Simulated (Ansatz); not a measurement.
Frontier orbitals of phenol, C6H6O.

Cartesian coordinates in Å:
```
O 1.721 1.790 0.107
C 0.776 0.818 0.051
C -0.512 1.148 0.457
C -1.508 0.189 0.417
C -1.238 -1.100 -0.023
C 0.049 -1.422 -0.425
C 1.056 -0.470 -0.390
H 2.560 1.434 -0.198
H -0.711 2.156 0.798
H -2.511 0.453 0.735
H -2.023 -1.846 -0.051
H 0.277 -2.423 -0.771
H 2.063 -0.727 -0.707
```

Total charge 0; spin multiplicity 1. The structure was optimised at the PBE0-D4/def2-TZVP level. It is one conformer, not always the lowest. Basis def2-TZVPP, Ansatz 0.2.0.

A caution on the coupled-cluster cation, which keeps the state that its UHF reference found: spin contamination of the cation.

| functional | HOMO (eV) | LUMO (eV) | gap (eV) |
| --- | --- | --- | --- |
| LDA (SPW92) | -5.69 | -1.39 | 4.30 |
| PBE | -5.48 | -1.14 | 4.34 |
| BLYP | -5.32 | -0.99 | 4.33 |
| PBE0 | -6.53 | -0.25 | 6.28 |
| HSE06 (plane-wave form) | -6.14 | -0.63 | 5.51 |
| CAM-B3LYP | -7.75 | 0.82 | 8.57 |
| ωB97M-V | -8.61 | 1.76 | 10.37 |

Problem. What is the vertical ionisation energy at frozen-core CCSD(T)/CBS(def2)? (An estimate is asked.)

Solution. The calculation gave: 8.78 eV (T1 of the cation 0.031).

A quarter of exact exchange (PBE0) shifts PBE's HOMO by −1.05 eV and its LUMO by +0.89 eV; full exchange at long range (ωB97M-V) shifts them by −3.12 and +2.90 eV. The gap opens from 4.34 to 10.36 eV, since occupied levels lose self-interaction and empty ones feel all the electrons. A positive LUMO is unbound and depends on the basis. −ε(HOMO) differs from that ionisation energy by −3.30 eV with PBE and −0.17 eV with ωB97M-V.
